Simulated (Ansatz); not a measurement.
Input for Ansatz (plane-wave DFT, PAW):

```yaml
crystal:
  lattice:
    - [0.0, 2.9627810039, 2.9627810039]
    - [2.9627810039, 0.0, 2.9627810039]
    - [2.9627810039, 2.9627810039, 0.0]
  atoms:
    - { symbol: Cd, position: [0.0, 0.0, 0.0] }
    - { symbol: Se, position: [0.75, 0.75, 0.75] }
basis:
  ecutwfc: 420
kpoints:
  mp_grid: { grid: [10, 10, 10] }
hamiltonian:
  xc: pbe
scf:
  occupations: { method: gaussian, width: 0.05 }
output:
  forces: true
  stress: true
  eigenvalues: true
  populations: true
```

Command:
```bash
ansatz run input.yaml --threads 1 --pin off --max-ram 1331MiB --backend cpu --events-out ev --progress --plain --runs-dir out
```

Theory: DFT PBE, scalar-relativistic, plane waves, PAW in Ansatz.

From the run's log, abridged:

```
Pseudopotentials: kind: paw
Pseudopotential: Cd, paw, valence charge 20, recommended cutoff 420 eV (normal)
Pseudopotential: Se, paw, valence charge 16, recommended cutoff 420 eV (normal)
Functional definition: PBE
Crystal: 2 atoms, lattice volume = 52.015 Å³
Basis set: ecut = 420 eV, 965 PW (Γ), exchange–correlation on 60×60×60 points (8 copies of the dense FFT grid, shifted against one another)
Bands: 22, of which v1, the nominal top of the filled ones, is band 18 counted from 1 (17 counted from 0)
Symmetry: 24 space group operations
Space group: F-43m (ITA 216), of the structure as read, at distance tolerance 3.7e-5 Å
k-points: 47 of 1000 (time reversal used)
Initial density: superposition of atomic densities (neutral atoms: chi_scale 0, normalization atom), corrected by the library's trained network
Initial wavefunctions: pseudopotential atomic-orbital guess
Functional: x = pbe(κ = 0.804, μ = 0.21951497), c = pbe(β = 0.06672455)
SCF iter   1: F=—  HF=-13724.628137 eV  |F-HF|=—  |Δ(HF+E_count)|=         —  Δρ=8.37e-4  dr2=6.60e-4  ethr=1.77e-3  ⟨swp⟩=5.9  Hψ=4454  notcnv=0
SCF iter   2: F=—  HF=-13724.628835 eV  |F-HF|=—  |Δ(HF+E_count)|=   6.98e-4  Δρ=3.35e-4  dr2=4.41e-5  ethr=1.83e-6  ⟨swp⟩=2.2  Hψ=1953  notcnv=0
SCF iter   3: F=—  HF=-13724.628856 eV  |F-HF|=—  |Δ(HF+E_count)|=   2.16e-5  Δρ=1.47e-4  dr2=9.12e-6  ethr=1.23e-7  ⟨swp⟩=2.0  Hψ=1874  notcnv=0
SCF iter   4: F=—  HF=-13724.628868 eV  |F-HF|=—  |Δ(HF+E_count)|=   1.18e-5  Δρ=5.37e-5  dr2=1.01e-6  ethr=2.53e-8  ⟨swp⟩=2.0  Hψ=1445  notcnv=0
SCF iter   5: F=-13724.628871 eV  HF=-13724.628871 eV  |F-HF|=2.16e-8  |Δ(HF+E_count)|=   3.20e-6  Δρ=4.89e-6  dr2=9.57e-9  ethr=2.81e-9  ⟨swp⟩=2.0  Hψ=1457  notcnv=0
SCF iter   6: F=-13724.628871 eV  HF=-13724.628871 eV  |F-HF|=2.86e-9  |Δ(HF+E_count)|=   2.55e-8  Δρ=2.19e-6  dr2=1.31e-9  ethr=2.66e-11  ⟨swp⟩=2.0  Hψ=3685  notcnv=0
SCF 1 converged in 6 iterations: F = -13724.628871 eV  dr2 = 1.31e-9
SCF converged after 6 iterations
Free energy (F): -13724.628871 eV
Harris-Foulkes:  -13724.628871 eV  (|F-HF|=2.86e-9)
Internal energy: -13724.628871 eV  (E = F + TS)
E sigma→0 (E₀):  -13724.628871 eV
Fermi energy:    9.050565 eV
--- Per-component energies (eV) ---
  E_band       = -855.105792
  E_kinetic    = 626.038575
  E_local      = -6190.344336  (includes V_loc(G=0)·N_el)
  E_nonlocal   = -562.687124
  E_hartree    = 2956.768846
  E_xc         = -282.261513
  E_vxc        = -321.592744  (∫ρ·V_xc dr)
  E_paw        = -5994.081532  (= ΣΔE_a)
  E_vpaw       = -320.058273  (= ΣTr[D̂ρ^β])
  E_aug_tail   = -0.000507  (compensation charges beyond the density's cutoff)
  E_ewald      = -4278.061279
  E_smearing   =  0.000000  (= −TS)
--- Forces (eV/Å), atoms counted from 1 ---
  atom   1  Cd     0.00000000     0.00000000     0.00000000
  atom   2  Se     0.00000000     0.00000000     0.00000000
--- Stress (GPa, compression-positive) ---
        8.193152       0.000000       0.000000
        0.000000       8.193152       0.000000
        0.000000       0.000000       8.193152
  P = ⅓ Tr σ = 8.1932 GPa (81.932 kbar)
--- Band table (eV; the first three rows and the last of 47) ---
  k-point 0: bands = ["-93.1416", "-54.2133", "-54.2133", "-54.2133", "-38.1685", "-38.1685", "-38.1685", "-38.1638", "-38.1638", "-4.4031", "0.4366", "0.4366", "0.4366", "0.9038", "0.9038", "8.6651", "8.6651", "8.6651", "9.4325", "14.5998", "14.5998", "14.5998"]
  k-point 1: bands = ["-93.1416", "-54.2134", "-54.2134", "-54.2134", "-38.1685", "-38.1685", "-38.1685", "-38.1638", "-38.1638", "-4.3613", "0.4505", "0.4505", "0.4687", "0.9028", "0.9028", "7.7201", "8.5686", "8.5686", "10.2112", "14.4511", "14.7510", "14.7510"]
  k-point 2: bands = ["-93.1416", "-54.2135", "-54.2134", "-54.2134", "-38.1686", "-38.1685", "-38.1685", "-38.1638", "-38.1638", "-4.2505", "0.4849", "0.4849", "0.5791", "0.9031", "0.9031", "6.4304", "8.3333", "8.3333", "10.9281", "14.4887", "15.0561", "15.0561"]
  k-point 46: bands = ["-93.1416", "-54.2138", "-54.2137", "-54.2136", "-38.1687", "-38.1686", "-38.1685", "-38.1638", "-38.1637", "-3.8157", "0.6561", "0.6867", "0.8426", "0.9204", "1.4893", "4.2887", "6.1386", "6.1717", "13.4335", "13.8140", "15.8139", "16.5062"]
--- Löwdin populations: 2 sites ---
  site symbol q [e]
     0     Cd     18.7455
     1     Se     17.0542
  spilling = 0.005564 (of n_electrons = 36.000000)
```

The run converged.